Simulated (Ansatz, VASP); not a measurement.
InAs in VASP and in Ansatz

```xyz
2
Lattice="0.0000 3.0933 3.0933 3.0933 0.0000 3.0933 3.0933 3.0933 0.0000" Properties=species:S:1:pos:R:3 pbc="T T T"
In    0.0000    0.0000    0.0000
As    1.5467    1.5467    1.5467
```

Alike in both runs: task relaxation of cell and atoms; functional PBE; k mesh 16 × 16 × 16; occupations gaussian, width 0.1 eV; no spin polarisation.

```csv
,VASP,Ansatz
version,VASP 6.6.1,Ansatz 0.2.0
potentials or method,"VASP PAW PBE potentials, release 64 (In_d, As)","scalar-relativistic, plane waves, PAW"
plane-wave cutoff (eV),600,420
valence electrons in the cell,18,28
```

Ansatz gave:

```
gap on the k mesh at the Fermi level, each at its own relaxed structure (eV) : none
relaxed volume (Å³/atom)                                                     : 29.60
relaxed cell length with the largest relative difference (Å)                 : 4.375
```

**Question.** What did VASP give for the same quantities?

**Answer.** gap on the k mesh at the Fermi level, each at its own relaxed structure (eV): none; relaxed volume (Å³/atom): 29.65; relaxed cell length with the largest relative difference (Å): 4.377.

A gap of «none» marks a metal or a gap that the smearing closes. The two sets of potentials don't hold the same shells in valence.
